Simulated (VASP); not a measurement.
Wanted: the native input for a VASP 6.6.1 run.

```yaml
Task: single point
Functional: PBE
Potentials_or_basis: VASP PAW PBE potentials, release 64 (Fe, O)
Cutoff: 520 eV
k_mesh: 10 × 10 × 6
Occupations: gaussian, width 0.02 eV
Spin: collinear spin, typed start
Starting_moments: "[-3.74, 3.74, 0.0, 0.0] μB"
Hubbard_terms: Fe d U = 5.3 eV
Dipole_correction: no
Further_INCAR_settings: ALGO = Normal; EDIFF = 1e-06; NBANDS = 26
```

The structure of FeO lies in POSCAR:

```
FeO
1.0
    2.6529231604     -1.6241342783      0.0247482073
    2.6529231604      1.6241342783      0.0247482073
   -1.3147081794      0.0000000000      5.0547240432
Fe O
2 2
Direct
    0.5000000000      0.5000000000      0.5000000000
    0.0000000000      0.0000000000      0.0000000000
    0.7500000000      0.7500000000      0.2500000000
    0.2500000000      0.2500000000      0.7500000000
```

The cell comes from a database or a generator and needn't be the stable form of this composition.

One way to write it, as run:

INCAR

```
PREC     = Accurate       # precision mode
ENCUT    = 520            # plane-wave cutoff, eV
EDIFF    = 1E-6           # SCF threshold, eV
ISMEAR   = 0              # smearing method
SIGMA    = 0.02           # smearing width, eV
LREAL    = False          # projectors in reciprocal space
LASPH    = True           # aspherical terms in the spheres
NELM     = 150            # most SCF steps
ALGO     = Normal         # electronic algorithm
ISIF     = 2              # what is computed and relaxed
LWAVE    = False          # write WAVECAR
LCHARG   = False          # write CHGCAR
ISPIN    = 2              # spin polarisation
MAGMOM   = -3.74 3.74 0 0 # initial moments
LORBIT   = 11             # projections on sites
LMAXMIX  = 4              # l up to which the mixer works
LDAU     = True           # DFT+U
LDAUTYPE = 2            
LDAUL    = 2 -1           # shell
LDAUU    = 5.3 0          # U, eV
LDAUJ    = 0 0          
LDAUPRINT= 1            
GGA      = PE             # functional
NBANDS   = 26             # bands
```

KPOINTS

```
regular mesh
0
Gamma
  10 10 6
```

Potentials or basis: VASP PAW PBE potentials, release 64 (Fe, O).

Launch:

```console
$ cat potpaw_PBE.64/Fe/POTCAR potpaw_PBE.64/O/POTCAR > POTCAR
$ mpirun -np 1 vasp_std > vasp.out
```

It gave:

```json
{"Pressure": "-4.1 GPa", "Band gap on the k mesh": "2.14 eV", "Net moment": "0.00 μB per cell", "Site moments": "Fe -3.76, +3.76; O +0.00 μB", "Valence electrons inside the program's atomic spheres": "Fe 6.71; O 5.00"}
```

It took 5.7 min on 1 thread of Intel(R) Xeon(R) 6975P-C (Granite Rapids), with other jobs on the host, peak memory 0.38 GiB.
